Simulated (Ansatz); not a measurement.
# Stationary points along a deformation path in Pt

Method: DFT r2SCAN, scalar-relativistic, plane waves, PAW in Ansatz. The runs took a 500 eV cutoff, a Γ-centred 28×28×28 mesh and Gaussian smearing (0.15 eV). Spin–orbit coupling is left out, which can shift energies with elements as heavy as these. No spin polarisation. Energies are free energies at this smearing, counted from the undisturbed cell; pressure is positive in compression.

Reference structure (relaxed at this level; with this scan's settings it stands at 0.1 GPa):

```
Pt
1.0
     0.00000    1.97011    1.97011
     1.97011    0.00000    1.97011
     1.97011    1.97011    0.00000
Pt
1
Cartesian
  0.0000 0.0000 0.0000
```

At fixed volume and fractional coordinates, lengths along (0.577, 0.577, 0.577) are scaled against those across it; ρ is that ratio over its starting value. V = 15.293 Å³/atom. Δσ is the stress along the axis less the mean stress across it (compression positive).

```csv
ρ,ΔE (meV/atom),Δσ (GPa),space group
0.500,704.1,0.00,Pm-3m
0.710,479.0,34.74,R-3m
1.000,0.0,0.00,Fm-3m
1.410,782.2,-87.61,R-3m
2.000,4588.4,-307.72,R-3m
```

Q: How does the stress give the slope of the energy, and where is the energy stationary?

A: Along the path d ln(length) is 2/3 d ln ρ on the axis and −1/3 d ln ρ across it, so dE/d ln ρ = −(2/3) V Δσ: the energy falls with ρ where Δσ is positive. Δσ vanishes or changes sign at ρ = 0.500 (Pm-3m, an end of the scan), at 704.1 meV/atom; at ρ = 1.000 (Fm-3m), a minimum at 0.0 meV/atom. Pairs of stationary points between two samples would go unseen, and could change a minimum read from distant neighbours into a maximum. At ρ = 0.500, 1.000 the cell is cubic, where symmetry alone makes the stress isotropic and the slope zero.

In a metal these slopes depend on the k mesh and the smearing.

Cost: 5 runs of about 2.7 core-minutes in all, on Arm Neoverse V2 (shared hosts).